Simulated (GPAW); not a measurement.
Here is a GPAW 26.7.0 calculation.

Contents of run.py:

```python
from ase.filters import FrechetCellFilter
from ase.io import read, write
from ase.optimize import BFGS
from gpaw import GPAW, PW

atoms = read('AlN.xyz')

calc = GPAW(mode=PW(800),
            xc='RPBE',
            kpts={'size': (7, 7, 5), 'gamma': True},
            occupations={'name': 'fermi-dirac', 'width': 0.05},
            nbands=18,
            convergence={'density': 1e-05, 'forces': 0.0001},
            maxiter=150,
            txt='gpaw.txt')
atoms.calc = calc
opt = BFGS(FrechetCellFilter(atoms), trajectory='relax.traj', logfile='-')
done = opt.run(fmax=0.02, steps=60)
calc.write('gs.gpw')
write('result.traj', atoms)
print('Converged:', done)
print('Cell:', atoms.cell.cellpar().round(4))
print('Volume:', round(atoms.get_volume(), 4))
print(atoms.get_scaled_positions().round(5))
```

AlN.xyz

```xyz
4
Lattice="3.1130000000 0.0000000000 0.0000000000 -1.5565000000 2.6959370820 0.0000000000 0.0000000000 0.0000000000 4.9810000000" Properties=species:S:1:pos:R:3 pbc="T T T"
Al     1.5565000002      0.8986456939      2.4905000000
Al    -0.0000000002      1.7972913881      0.0000000000
N      1.5565000002      0.8986456939      4.3832800000
N     -0.0000000002      1.7972913881      1.8927800000
```

Potentials or basis: the program's PAW data sets (release 1.2.1) made for this functional, pw.

Command:

```console
$ OMP_NUM_THREADS=1 python run.py
```

**Question.** Estimate the relaxed cell.

**Answer.** a = 3.155 Å, b = 3.155 Å, c = 5.053 Å, α = 90.00°, β = 90.00°, γ = 120.00°.

**Question.** What does it give for the band gap on the k mesh?

**Answer.** 3.87 eV, direct.

**Question.** What does it give for the space group after relaxing (to 0.05 Å)?

**Answer.** P6_3mc (No. 186).

**Question.** Estimate the relaxed volume.

**Answer.** 10.89 Å³/atom.

Stress tensor (GPa, compression positive):
```
-0.15  0.00  0.00
 0.00 -0.15  0.00
 0.00  0.00  0.13
```

Caveat: later steps reuse the first step's grids. Expect the measured gap to be larger: semilocal functionals such as RPBE lack the derivative discontinuity.
